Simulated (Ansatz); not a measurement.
# LiSe3: rattling a relaxed structure

Method: Ansatz, DFT PBE, scalar-relativistic, plane waves, PAW. Cutoff 420 eV; k points 8×8×8 on the computed 8-atom cell (Γ-centred); Gaussian smearing, width 0.10 eV; no spin polarisation.

The cell below (8 atoms, Pm-3n (No. 223)) is relaxed within its symmetry. It is a trial structure, and others of LiSe3 can lie lower.

```
CELL_PARAMETERS angstrom
5.42890 0.00000 0.00000
0.00000 5.42890 0.00000
0.00000 0.00000 5.42890
ATOMIC_POSITIONS crystal
Li 0.00000 0.00000 0.00000
Li 0.50000 0.50000 0.50000
Se 0.00000 0.50000 0.25000
Se 0.00000 0.50000 0.75000
Se 0.25000 0.00000 0.50000
Se 0.75000 0.00000 0.50000
Se 0.50000 0.75000 0.00000
Se 0.50000 0.25000 0.00000
```

For the test it was strained at random by about 1.5 %, the atoms were moved at random (σ = 0.10 Å), and all was relaxed without symmetry on a coarse k mesh with 0.1 eV smearing.

For metals, differences of a few meV/atom aren't resolved.

**Question.** Is the structure stable against such a distortion?

**Answer.** It doesn't return. The energy falls by 389 meV/atom on that mesh, the volume changes by +25.6 %, and the end has space group P1 (No. 1) at a loose tolerance.

Cost: 3 runs of about 19 core-minutes in all, on Intel Xeon 6975P-C (Granite Rapids) (shared hosts).